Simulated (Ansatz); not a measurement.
Crystal: RbCl.

```
Rb Cl
1.0
     0.00000    3.27400    3.27400
     3.27400    0.00000    3.27400
     3.27400    3.27400    0.00000
Rb Cl
1 1
Cartesian
  0.0000 0.0000 0.0000
  3.2740 3.2740 3.2740
```

Program: Ansatz 0.2.0. Alike in all runs: cell as given. Hardware: 1 thread of Arm Neoverse V1 (shared host).

Problem. Order these runs on this cell by their wall time, lowest first.
A. task density of states; level LDA; potentials or basis SPMS NC; spin off; k mesh 7 × 7 × 7; cutoff (eV) 544; smearing fermi-dirac 0.15 eV
B. task projected density of states; level PBE+D3(BJ)-ATM; potentials or basis PseudoDojo standard (PBE files); spin off; k mesh 7 × 7 × 7; cutoff (eV) 789; smearing fixed
C. task electric field gradients; level HSE06+D4; potentials or basis Ansatz PAW; spin SOC, no magnetisation; k mesh 4 × 4 × 4; cutoff (eV) 420; smearing fermi-dirac 0.1 eV

Solution. A (4 s), B (8.6 s), C (75 s).

Caveats: odd divisions of the mesh miss points on the zone boundary, where band edges often lie, so the gap on the mesh can be too wide (some runs).
